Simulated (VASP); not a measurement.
Input of a VASP 6.6.1 run:

Contents of INCAR:

```
PREC = Accurate ; ENCUT = 520
EDIFF = 1E-6 ; ISMEAR = 0
SIGMA = 0.01 ; LREAL = F
LASPH = T ; NELM = 100
ALGO = Normal ; ISIF = 2
LWAVE = F ; LCHARG = T
GGA = PE ; LELF = T
LVHAR = T ; NBANDS = 19
```

The input KPOINTS:

```
Automatic mesh
0
Gamma
  6 6 6
```

File POSCAR:

```
CaF2
1.0
    0.0000000000      2.7310000000      2.7310000000
    2.7310000000      0.0000000000      2.7310000000
    2.7310000000      2.7310000000      0.0000000000
Ca F
1 2
Direct
    0.0000000000      0.0000000000      0.0000000000
    0.2500000000      0.2500000000      0.2500000000
    0.7500000000      0.7500000000      0.7500000000
```

Potentials or basis: VASP PAW PBE potentials, release 64 (Ca_sv, F).

The run is started by

```console
$ cat potpaw_PBE.64/Ca_sv/POTCAR potpaw_PBE.64/F/POTCAR > POTCAR
$ mpirun -np 1 vasp_std > vasp.out
```

Task: Predict the band gap on the k mesh.

Result: 7.28 eV, indirect (least direct gap 7.53 eV).

Task: Predict the pressure.

Result: 2.5 GPa.

A k mesh can miss the band edges.
